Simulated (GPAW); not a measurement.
# Collinear magnetic orders of FeGe with GPAW

Aim: find out whether FeGe carries moments, and which collinear order costs least.

Main program and level: GPAW 26.7.0; PBE; plane waves with GPAW's PAW setups, scalar-relativistic.

## 1. Starting point

The structure is hexagonal, space group P6/mmm (No. 191). Conventional cell: a = 4.998 Å, b = 4.998 Å, c = 4.116 Å, α = 90.00°, β = 90.00°, γ = 120.00°. Fe has 4 Fe at 2.50 Å and 6 Ge at 2.50 to 2.51 Å nearest. Ge has 6 Fe at 2.50 Å nearest. Nearest to Ge lie 6 Fe at 2.51 Å. Farther neighbours are not listed.

As a file:

```cif
data_structure
_symmetry_space_group_name_H-M 'P6/mmm'
_symmetry_Int_Tables_number 191
_cell_length_a 4.9976
_cell_length_b 4.9976
_cell_length_c 4.1158
_cell_angle_alpha 90.000
_cell_angle_beta 90.000
_cell_angle_gamma 120.000
_cell_volume 89.02
loop_
_atom_site_label
_atom_site_type_symbol
_atom_site_symmetry_multiplicity
_atom_site_Wyckoff_symbol
_atom_site_fract_x
_atom_site_fract_y
_atom_site_fract_z
_atom_site_occupancy
Fe1 Fe 3 f 0.50000 0.00000 0.00000 1
Ge1 Ge 1 a 0.00000 0.00000 0.00000 1
Ge2 Ge 2 d 0.33333 0.66667 0.50000 1
```

The cell comes from a database of computed structures and need not be the stable phase.

## 2. Run 1 (ferro +++)

The parallel start comes first: it fits the smallest cell, keeps the most symmetry and shows whether parallel moments form.

File order1.py:

```python
import json
import numpy as np
from ase import Atoms
from ase.parallel import paropen, parprint
from gpaw import GPAW

atoms = Atoms(['Fe', 'Fe', 'Fe', 'Ge', 'Ge', 'Ge'],
    cell=[[4.99760234, 0.0, 0.0],
         [-2.49880117, 4.32805058, 0.0],
         [0.0, 0.0, 4.11576135]],
    scaled_positions=[[0.5, 0.0, 0.0],
         [0.5, 0.5, 0.0],
         [0.0, 0.5, 0.0],
         [0.0, 0.0, 0.0],
         [0.33333333, 0.66666667, 0.5],
         [0.66666667, 0.33333333, 0.5]],
    pbc=True,
    magmoms=[2.8, 2.8, 2.8, 0.0, 0.0, 0.0])
atoms.calc = GPAW(mode={'name': 'pw', 'ecut': 550},
    xc='PBE',
    kpts={'size': (10, 10, 12), 'gamma': True},
    occupations={'name': 'fermi-dirac', 'width': 0.1},
    convergence={'density': 1e-05, 'energy': 1e-05},
    maxiter=200,
    txt='order1.txt')
e = atoms.get_potential_energy(force_consistent=True)
res = {'free_energy': e, 'energy_sigma0': atoms.get_potential_energy(), 'fermi_energy': atoms.calc.get_fermi_level()}
res['moments'] = atoms.get_magnetic_moments().tolist()
res['total'] = atoms.get_magnetic_moment()
parprint('site moments (muB):', np.round(res['moments'], 3))
parprint(f"total moment: {res['total']:.3f} muB")
parprint(f'free energy: {e:.6f} eV')
atoms.calc.write('order1.gpw')
with paropen('results.json', 'w') as f:
    json.dump(res, f)
```

Command:

```
$ OMP_NUM_THREADS=1 mpirun -n 4 gpaw python order1.py > order1.log
```

Numbers of over 12 decimals in the logs are rounded to 6 here.

The program printed:

```text
site moments (muB): [ 1.482  1.482  1.482 -0.05  -0.034 -0.034]
total moment: 4.220 muB
free energy: -41.409797 eV

--- order1.txt ---
Input parameters:
  mode=PW(ecut=550),
  convergence={'density': 1e-05, 'energy': 1e-05},
  kpts=MonkhorstPack(size=(10, 10, 12), gamma=True),
  maxiter=200,
  occupations=Occupations(name='fermi-dirac', width=0.1),
  xc=XC(name='PBE')

Diagonalizing LCAO Hamiltonian
Converting LCAO to pw mode

            Ge
                 Ge

        Fe    Fe

          Ge    Fe

Atoms  # Å, Bohr magnetons
|   | symbol |         x |        y |        z |    initial magnetic moments |
|---|--------|-----------|----------|----------|-----------------------------|
| 0 |     Fe |  2.498801 | 0.000000 | 0.000000 | ( 0.0000,  0.0000,  2.8000) |
| 1 |     Fe |  1.249401 | 2.164025 | 0.000000 | ( 0.0000,  0.0000,  2.8000) |
| 2 |     Fe | -1.249401 | 2.164025 | 0.000000 | ( 0.0000,  0.0000,  2.8000) |
| 3 |     Ge |  0.000000 | 0.000000 | 0.000000 | ( 0.0000,  0.0000,  0.0000) |
| 4 |     Ge | -0.000000 | 2.885367 | 2.057881 | ( 0.0000,  0.0000,  0.0000) |
| 5 |     Ge |  2.498801 | 1.442684 | 2.057881 | ( 0.0000,  0.0000,  0.0000) |

Unit cell  # Å
| periodic |         x |        y |        z |  lengths |     angles |
|----------|-----------|----------|----------|----------|------------|
|      yes |  4.997602 | 0.000000 | 0.000000 | 4.997602 |  90.000000 |
|      yes | -2.498801 | 4.328051 | 0.000000 | 4.997602 |  90.000000 |
|      yes |  0.000000 | 0.000000 | 4.115761 | 4.115761 | 120.000000 |

Number of symmetries: 8

BZ-sampling:
  Number of BZ points: 1200
  Number of IBZ points: 217

  Monkhorst-Pack size: [10, 10, 12]
  Monkhorst-Pack shift: [0.05, 0.05, 0.041667]

K-points  # in reciprocal-cell coordinates
|     |                                coordinates |     weight |
|-----|--------------------------------------------|------------|
|   0 | (  0.00000000,   0.00000000,  -0.00000000) | 0.00083333 |
|   1 | (  0.00000000,   0.00000000,   0.08333333) | 0.00166667 |
|   2 | (  0.00000000,   0.00000000,   0.16666667) | 0.00166667 |
|   3 | (  0.00000000,   0.00000000,   0.25000000) | 0.00166667 |
|   4 | (  0.00000000,   0.00000000,   0.33333333) | 0.00166667 |
|   5 | (  0.00000000,   0.00000000,   0.41666667) | 0.00166667 |
|   6 | (  0.00000000,   0.00000000,   0.50000000) | 0.00083333 |
|   7 | (  0.00000000,   0.10000000,  -0.00000000) | 0.00166667 |
|   8 | (  0.00000000,   0.10000000,   0.08333333) | 0.00333333 |
|   9 | (  0.00000000,   0.10000000,   0.16666667) | 0.00333333 |
| ... |                                            |            |
| 216 | (  0.50000000,   0.50000000,   0.50000000) | 0.00166667 |

Plane wave coefficients: 2667
Cutoff: 550.0 eV

Spin-components: 2 (collinear spins)
Bands:           31
Projectors:      33
Spin-degeneracy: 1
Datatype:        complex128

Parallelization:
  kpt:    4
  domain: 1
  band:   1

Density:
  Valence electrons: 36.0
  Components: 2
  Grid points: [28 28 24]
  Charge: 0.0  # |e|

Potential:
  Grid points: [28 28 24]

species:
  Fe:
    name:    Iron
    Z:       26.0
    valence: 8
    core:    18
    charge:  0.0  # [|e|]
    compensation charges:
      type: gauss
      rc: 0.33  # [Å]
      lmax: 2
    cutoffs:
      filter: 2.06  # [Å]
      core: 2.67  # [Å]
    projectors
    | kind |    occ | energy [eV] | rcut [Å] |
    |------|--------|-------------|----------|
    |   4s |  2.000 |      -5.291 |    1.164 |
    |   4p |  0.000 |      -1.326 |    1.058 |
    |   3d |  6.000 |      -7.505 |    1.058 |
    |    s |        |      21.920 |    1.164 |
    |    p |        |      25.885 |    1.058 |
    |    d |        |      19.706 |    1.058 |

    Using partial waves for Fe as LCAO basis

  Ge:
    name:    Germanium
    Z:       32.0
    valence: 4
    core:    28
    charge:  0.0  # [|e|]
    compensation charges:
      type: gauss
      rc: 0.32  # [Å]
      lmax: 2
    cutoffs:
      filter: 1.77  # [Å]
      core: 3.42  # [Å]
    projectors
    | kind |    occ | energy [eV] | rcut [Å] |
    |------|--------|-------------|----------|
    |   4s |  2.000 |     -11.726 |    1.005 |
    |   4p |  2.000 |      -3.896 |    1.005 |
    |    s |        |      15.485 |    1.005 |
    |    p |        |      23.315 |    1.005 |
    |    d |        |       0.000 |    1.005 |

    Using partial waves for Ge as LCAO basis

Reference energy: -275151.277357  # eV

eigensolver:
  PPCG
  Converge bands: occupied
  niter=2

density mixing:
  MSR1-Mixer
  Pratt-step length: 0.05
  Maximum mixing coefficient: 0.75
  Old densities: 10
  SVD Regularization: 0.005
  Good broyden scale: 1.0
  Trust region scale: 1.0
  Backstep threshold: 4.0
  History deletion threshold: 6.0
  Fourier metric: weight=20.0, sigma=0.015

occupation numbers:
  Fermi-Dirac:
    width: 0.1000  # eV

poisson solver:
  ecut: 4400.0  # eV

xc functional:
  name: PBE with 2 nearest neighbor stencil

convergence criteria:
- Maximum integral of absolute [dens]ity change: 1e-05 electrons / valence electron
- Maximum [total energy] change in last 3 cyles: 1e-05 eV / valence electron
- Maximum integral of absolute [eigenst]ate change: 4e-08 eV^2 / valence electron
maximum number of iterations: 200

SCF iterations
|iter     |      energy | eigst |  dens |  magmom |
|---------|-------------|-------|-------|---------|
|iter:   1|  -43.202274 | +0.37 |       |  +8.4168|
|iter:   2|  -42.202689 | -1.40 | -0.65 |  +8.2503|
|iter:   3|  -41.141596 | -1.29 | -0.74 |  +7.5005|
|iter:   4|  -41.141842 | -2.05 | -1.01 |  +6.5246|
|iter:   5|  -41.229587 | -2.71 | -1.31 |  +5.8472|
|iter:   6|  -41.295638 | -2.81 | -1.58 |  +4.9101|
|iter:   7|  -41.425824 | -2.41 | -1.82 |  +4.3596|
|iter:   8|  -41.331776 | -2.38 | -1.40 |  +4.3232|
|iter:   9|  -41.323923 | -3.04 | -1.69 |  +4.1436|
|iter:  10|  -41.327999 | -3.56 | -1.98 |  +4.2505|
|iter:  11|  -41.328182 | -4.18 | -2.54 |  +4.1990|
|iter:  12|  -41.328120c| -5.32 | -2.92 |  +4.2190|
|iter:  13|  -41.328097c| -5.87 | -3.26 |  +4.2236|
|iter:  14|  -41.328047c| -6.19 | -3.65 |  +4.2223|
|iter:  15|  -41.328026c| -7.09 | -4.09 |  +4.2221|
|iter:  16|  -41.328031c| -7.54c| -4.40 |  +4.2207|
|iter:  17|  -41.328032c| -7.60c| -4.74 |  +4.2204|
|iter:  18|  -41.328033c| -8.32c| -5.15c|  +4.2204|

Converged in 18 steps
Energy contributions relative to reference atoms: (reference = -275151.277357)

Energy contributions:
  Kinetic:          49.995613
  Coulomb:         -42.185943
  Zero:              0.230653
  External:          0.000000
  Xc:              -49.286592
  Entropy:          -0.163528
  Spinorbit:         0.000000
  ----------------------------
  Free energy:     -41.409797
  Extrapolated:    -41.328033

dipole moment: (-14.227312, -24.642431, -43.478952)  # |e|*Ang

Total magnetic moment: (0.000000, 0.000000, 4.220373)

Local magnetic moments
|        x |        y |         z |
|----------|----------|-----------|
| 0.000000 | 0.000000 |  1.482208 |  # Fe   0
| 0.000000 | 0.000000 |  1.482355 |  # Fe   1
| 0.000000 | 0.000000 |  1.482355 |  # Fe   2
| 0.000000 | 0.000000 | -0.050470 |  # Ge   3
| 0.000000 | 0.000000 | -0.033894 |  # Ge   4
| 0.000000 | 0.000000 | -0.033894 |  # Ge   5

Fermi level: 9.148
Eigenvalues  # (at kpt = [0.000, 0.000, -0.000])
| band index |      eig [eV] | occ [0-1] |      eig [eV] | occ [0-1] |
|------------|---------------|-----------|---------------|-----------|
|          0 |        -3.244 |     1.000 |        -3.268 |     1.000 |
|        ... |               |           |               |           |
|          9 |         6.041 |     1.000 |         6.113 |     1.000 |
|         10 |         6.162 |     1.000 |         6.855 |     1.000 |
|         11 |         6.162 |     1.000 |         6.855 |     1.000 |
|         12 |         6.347 |     1.000 |         7.727 |     1.000 |
|         13 |         6.347 |     1.000 |         7.727 |     1.000 |
|         14 |         7.632 |     1.000 |         9.450 |     0.047 |
|         15 |         7.632 |     1.000 |         9.450 |     0.047 |
|         16 |         7.862 |     1.000 |         9.542 |     0.019 |
|         17 |         7.885 |     1.000 |         9.722 |     0.003 |
|         18 |         7.885 |     1.000 |         9.722 |     0.003 |
|         19 |         8.899 |     0.923 |        10.157 |     0.000 |
|         20 |         9.364 |     0.104 |        10.452 |     0.000 |
|         21 |        10.369 |     0.000 |        11.332 |     0.000 |
|         22 |        10.370 |     0.000 |        11.332 |     0.000 |
|         23 |        11.853 |     0.000 |        11.749 |     0.000 |
|         24 |        12.192 |     0.000 |        12.715 |     0.000 |
|        ... |               |           |               |           |
|         30 |        15.958 |     0.000 |        16.117 |     0.000 |

No gap
No difference between direct/indirect transitions
```

It took 3.7 min on 4 MPI ranks of Arm Neoverse V2, shared host; peak memory 1.5 GiB; 15 min of CPU time.

Spin moment in the augmentation sphere by atom:

| atom | spin moment in the augmentation sphere (μB) |
| --- | --- |
| Fe1 | 1.48 |
| Fe2 | 1.48 |
| Fe3 | 1.48 |
| Ge4 | -0.05 |
| Ge5 | -0.03 |
| Ge6 | -0.03 |

Read from the output:

* magnetization: 4.220 μB
* final state: ferromagnetic

After 18 cycles the largest moment stands at 1.48 μB.

## 3. Run 2 (antiferro q=(0,0,1/2) +-+--+)

An opposed order shows whether the pairs that it reverses prefer unlike signs.

The cell is doubled to 12 atoms to hold this order. Its mesh is chosen so that both cells sample the same points.

File order2.py:

```python
import json
import numpy as np
from ase import Atoms
from ase.parallel import paropen, parprint
from gpaw import GPAW

atoms = Atoms(['Fe', 'Fe', 'Fe', 'Fe', 'Fe', 'Fe', 'Ge', 'Ge', 'Ge', 'Ge', 'Ge', 'Ge'],
    cell=[[4.99760234, 0.0, 0.0],
         [-2.49880117, 4.32805058, 0.0],
         [0.0, 0.0, 8.2315227]],
    scaled_positions=[[0.5, 0.0, 0.0],
         [0.5, 0.0, 0.5],
         [0.5, 0.5, 0.0],
         [0.5, 0.5, 0.5],
         [0.0, 0.5, 0.0],
         [0.0, 0.5, 0.5],
         [0.0, 0.0, 0.0],
         [0.0, 0.0, 0.5],
         [0.33333333, 0.66666667, 0.25],
         [0.33333333, 0.66666667, 0.75],
         [0.66666667, 0.33333333, 0.25],
         [0.66666667, 0.33333333, 0.75]],
    pbc=True,
    magmoms=[2.8, -2.8, 2.8, -2.8, -2.8, 2.8, 0.0, 0.0, 0.0, 0.0, 0.0, 0.0])
atoms.calc = GPAW(mode={'name': 'pw', 'ecut': 550},
    xc='PBE',
    kpts={'size': (10, 10, 6), 'gamma': True},
    occupations={'name': 'fermi-dirac', 'width': 0.1},
    convergence={'density': 1e-05, 'energy': 1e-05},
    maxiter=200,
    txt='order2.txt')
e = atoms.get_potential_energy(force_consistent=True)
res = {'free_energy': e, 'energy_sigma0': atoms.get_potential_energy(), 'fermi_energy': atoms.calc.get_fermi_level()}
res['moments'] = atoms.get_magnetic_moments().tolist()
res['total'] = atoms.get_magnetic_moment()
parprint('site moments (muB):', np.round(res['moments'], 3))
parprint(f"total moment: {res['total']:.3f} muB")
parprint(f'free energy: {e:.6f} eV')
atoms.calc.write('order2.gpw')
with paropen('results.json', 'w') as f:
    json.dump(res, f)
```

Command:

```
$ OMP_NUM_THREADS=1 mpirun -n 4 gpaw python order2.py > order2.log
```

The program printed:

```text
Input parameters:
  mode=PW(ecut=550),
  convergence={'density': 1e-05, 'energy': 1e-05},
  kpts=MonkhorstPack(size=(10, 10, 6), gamma=True),
  maxiter=200,
  occupations=Occupations(name='fermi-dirac', width=0.1),
  xc=XC(name='PBE')

Diagonalizing LCAO Hamiltonian
Converting LCAO to pw mode

            Ge   Ge

        Fe    Fe

          GeGe  Fe
                 Ge

        Fe    Fe
          Ge    Fe

Atoms  # Å, Bohr magnetons
|    | symbol |         x |        y |        z |    initial magnetic moments |
|----|--------|-----------|----------|----------|-----------------------------|
|  0 |     Fe |  2.498801 | 0.000000 | 0.000000 | ( 0.0000,  0.0000,  2.8000) |
|  1 |     Fe |  2.498801 | 0.000000 | 4.115761 | ( 0.0000,  0.0000, -2.8000) |
|  2 |     Fe |  1.249401 | 2.164025 | 0.000000 | ( 0.0000,  0.0000,  2.8000) |
|  3 |     Fe |  1.249401 | 2.164025 | 4.115761 | ( 0.0000,  0.0000, -2.8000) |
|  4 |     Fe | -1.249401 | 2.164025 | 0.000000 | ( 0.0000,  0.0000, -2.8000) |
|  5 |     Fe | -1.249401 | 2.164025 | 4.115761 | ( 0.0000,  0.0000,  2.8000) |
|  6 |     Ge |  0.000000 | 0.000000 | 0.000000 | ( 0.0000,  0.0000,  0.0000) |
|  7 |     Ge |  0.000000 | 0.000000 | 4.115761 | ( 0.0000,  0.0000,  0.0000) |
|  8 |     Ge | -0.000000 | 2.885367 | 2.057881 | ( 0.0000,  0.0000,  0.0000) |
|  9 |     Ge | -0.000000 | 2.885367 | 6.173642 | ( 0.0000,  0.0000,  0.0000) |
| 10 |     Ge |  2.498801 | 1.442684 | 2.057881 | ( 0.0000,  0.0000,  0.0000) |
| 11 |     Ge |  2.498801 | 1.442684 | 6.173642 | ( 0.0000,  0.0000,  0.0000) |

Number of symmetries: 4

BZ-sampling:
  Number of BZ points: 600
  Number of IBZ points: 208

  Monkhorst-Pack size: [10, 10, 6]
  Monkhorst-Pack shift: [0.05, 0.05, 0.083333]

Plane wave coefficients: 5275
Cutoff: 550.0 eV

Spin-components: 2 (collinear spins)
Bands:           48
Projectors:      66
Spin-degeneracy: 1
Datatype:        complex128

Parallelization:
  kpt:    4
  domain: 1
  band:   1

Density:
  Valence electrons: 72.0
  Components: 2
  Grid points: [28 28 45]
  Charge: 0.0  # |e|

Potential:
  Grid points: [28 28 45]

[... setups left out ...]
Reference energy: -550302.554715  # eV

convergence criteria:
- Maximum integral of absolute [dens]ity change: 1e-05 electrons / valence electron
- Maximum [total energy] change in last 3 cyles: 1e-05 eV / valence electron
- Maximum integral of absolute [eigenst]ate change: 4e-08 eV^2 / valence electron
maximum number of iterations: 200

SCF iterations
|iter     |      energy | eigst |  dens |  magmom |
|---------|-------------|-------|-------|---------|
|iter:   1|  -86.042269 | +0.48 |       |  +0.0000|
|iter:   2|  -83.859808 | -0.80 | -0.66 |  +0.0000|
|iter:   3|  -82.734031 | -0.56 | -0.76 |  +0.0000|
|iter:   4|  -81.916915 | -0.98 | -0.83 |  +0.0001|
|iter:   5|  -81.739036 | -1.36 | -0.99 |  +0.0010|
|iter:   6|  -84.803094 | -0.91 | -1.27 |  -0.0206|
[...]
|iter:  10|  -82.016641 | -2.24 | -1.71 |  -0.1053|
[... 15 iterations left out ...]
|iter:  26|  -82.004667 | -1.99 | -1.34 |  -0.2114|
|iter:  27|  -82.005740 | -3.24 | -2.63 |  -0.1745|
|iter:  28|  -82.005851 | -4.15 | -2.97 |  -0.1614|
|iter:  29|  -82.005818c| -4.98 | -3.03 |  -0.1640|
|iter:  30|  -82.006008c| -5.23 | -3.09 |  -0.1742|
|iter:  31|  -82.005848c| -5.52 | -2.97 |  -0.1681|
|iter:  32|  -82.005966c| -5.76 | -3.18 |  -0.1699|
|iter:  33|  -82.005933c| -6.54 | -3.06 |  -0.1685|
|iter:  34|  -82.006108c| -5.60 | -3.14 |  -0.1779|
|iter:  35|  -82.006388c| -4.12 | -2.97 |  -0.1795|
```

The job ended after 24 min (4 MPI ranks; peak memory 3.1 GiB).

The run was cut off at its time limit.

It was cut off while still iterating. More time helps where the residual falls; where it has stalled, the mixing must change.

## 4. Order 3, typed as no spin polarisation

A run without seeds gives the energy of the state without moments.

File nospin.py:

```python
import json
import numpy as np
from ase import Atoms
from ase.parallel import paropen, parprint
from gpaw import GPAW

atoms = Atoms(['Fe', 'Fe', 'Fe', 'Ge', 'Ge', 'Ge'],
    cell=[[4.99760234, 0.0, 0.0],
         [-2.49880117, 4.32805058, 0.0],
         [0.0, 0.0, 4.11576135]],
    scaled_positions=[[0.5, 0.0, 0.0],
         [0.5, 0.5, 0.0],
         [0.0, 0.5, 0.0],
         [0.0, 0.0, 0.0],
         [0.33333333, 0.66666667, 0.5],
         [0.66666667, 0.33333333, 0.5]],
    pbc=True)
atoms.calc = GPAW(mode={'name': 'pw', 'ecut': 550},
    xc='PBE',
    kpts={'size': (10, 10, 12), 'gamma': True},
    occupations={'name': 'fermi-dirac', 'width': 0.1},
    convergence={'density': 1e-05, 'energy': 1e-05},
    maxiter=200,
    txt='nospin.txt')
e = atoms.get_potential_energy(force_consistent=True)
res = {'free_energy': e, 'energy_sigma0': atoms.get_potential_energy(), 'fermi_energy': atoms.calc.get_fermi_level()}
parprint(f'free energy: {e:.6f} eV')
atoms.calc.write('nospin.gpw')
with paropen('results.json', 'w') as f:
    json.dump(res, f)
```

Command:

```
$ OMP_NUM_THREADS=1 mpirun -n 4 gpaw python nospin.py > nospin.log
```

The program printed:

```text
free energy: -40.748680 eV

--- nospin.txt ---
Input parameters:
  mode=PW(ecut=550),
  convergence={'density': 1e-05, 'energy': 1e-05},
  kpts=MonkhorstPack(size=(10, 10, 12), gamma=True),
  maxiter=200,
  occupations=Occupations(name='fermi-dirac', width=0.1),
  xc=XC(name='PBE')

Diagonalizing LCAO Hamiltonian
Converting LCAO to pw mode

            Ge
                 Ge

        Fe    Fe

          Ge    Fe

[...]
|          0 |        -3.264 |     2.000 |
|        ... |               |           |
|          9 |         6.149 |     2.000 |
|         10 |         6.567 |     2.000 |
|         11 |         6.567 |     2.000 |
|         12 |         7.141 |     2.000 |
[...]
|         22 |        10.912 |     0.000 |
|         23 |        11.740 |     0.000 |
|         24 |        12.466 |     0.000 |
|         25 |        13.564 |     0.000 |

No gap
No difference between direct/indirect transitions

[key lines of the parts left out:]
Free energy:     -40.748680
Converged in 14 steps
dipole moment: (-14.223819, -24.636368, -43.468308)  # |e|*Ang
Fermi level: 8.861
```

Wall time 79 s (4 MPI ranks); peak memory 1.1 GiB; 5.2 min of CPU time.

Read from the output:

| Property | Result |
| --- | --- |
| final state | non-magnetic (no spin polarisation) |

It lies 220 meV a seeded atom over the first start.

## 5. The states side by side

These are free energies at a smearing of 0.1 eV, so its entropy term is in the differences. They are divided by the number of seeded atoms, so that cells of unlike size compare. Wavevectors q in the names are fractions of the reciprocal vectors of the first run's cell.

Orders:

| start | final state | typed order kept | energy over the lowest (meV a seeded atom) | largest site moment (μB) | net moment (μB a primitive cell) | mesh matched | CPU time (s) |
| --- | --- | --- | --- | --- | --- | --- | --- |
| ferro +++ | ferromagnetic | yes | 0 | 1.482 | 4.22 | yes | 896.9 |
| no spin polarisation | non-magnetic | - | 220.4 | 0 | 0 | yes | 313.7 |

## 6. Summary of results

```json
{
  "lower run": "with moments",
  "largest site moment": "1.48 μB",
  "next state": "non-magnetic, 220 meV a seeded atom higher",
  "energy gained by spin polarisation": "220 meV a seeded atom"
}
```

**Reading.** No opposed order could be compared. The parallel start holds moments up to 1.48 μB. 1 start gave no converged result and is missing from the ranking; where cut off, the energy had nearly settled, +108.3 meV a seeded atom from the lowest. No antiferromagnetic order was obtained, so the session says nothing on how the moments order.

[Logs and program files are shortened in this print: banners, set-up blocks, solver, clock and traceback lines can be left out without a mark of their own.]

[Logs are printed without paths, hosts, clocks, repeated set-up lines and the standing remarks that a program may print on its own settings, such as how far it seeks lower states.]

[Hosts, paths, dates, database ids (printed as entryN), source tags and the programs' standing remarks are cut or masked in the printed files.]

[Where a cell is said to come from a database of computed structures, the database is the Materials Project.]
